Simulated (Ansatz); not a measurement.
## How NaI answers to pressure

```
Na I
1.0
     0.00000    3.23640    3.23640
     3.23640    0.00000    3.23640
     3.23640    3.23640    0.00000
Na I
1 1
Cartesian
  0.0000 0.0000 0.0000
  3.2364 3.2364 3.2364
```

The cell is COD entry 9008681, as deposited and not checked against the literature; nothing was relaxed.

No spin–orbit coupling, which matters for the heavy atoms here.

Computed with DFT, LDA, all-electron LAPW, scalar-relativistic (Ansatz 0.2.0).

The runs use a Γ-centred 8×8×8 k mesh, Fermi–Dirac smearing of 0.02 eV, basis error target 1 meV/atom, no spin polarisation.

The cell is scaled evenly with fractional coordinates held. Semilocal gaps are too small, but their slopes carry over better.

| V/V(cell) | P (GPa) | gap on the k mesh (eV) |
| --- | --- | --- |
| 0.9400 | -0.72 | 3.502 |
| 0.9600 | -1.07 | 3.442 |
| 0.9800 | -1.37 | 3.386 |
| 0.9900 | -1.51 | 3.358 |
| 1.0000 | -1.64 | 3.332 |
| 1.0100 | -1.76 | 3.307 |
| 1.0200 | -1.87 | 3.282 |
| 1.0400 | -2.07 | 3.235 |

Q: From the rows at 0.9900 and 1.0100, what is the bulk modulus at the cell's volume?

A: B = −ΔP/Δln V = −[(-1.76) − (-1.51)]/0.02000 = 12.5 GPa. This is the modulus at -1.64 GPa, not at zero pressure.

Q: What are the gap's volume deformation potential and pressure coefficient?

A: dEg/dln V = (3.307 − 3.358)/0.02000 = -2.55 eV, and dEg/dP = −(dEg/dln V)/B = 204 meV/GPa: pressure widens the gap.

Q: Predict the row at V/V(cell) = 1.0600. How far is a linear estimate of P off?

A: P = -2.25 GPa, gap 3.190 eV. The linear estimate P(cell) − B ln(V/V(cell)) = -2.37 GPa misses by 0.12 GPa, since the modulus falls on expansion.
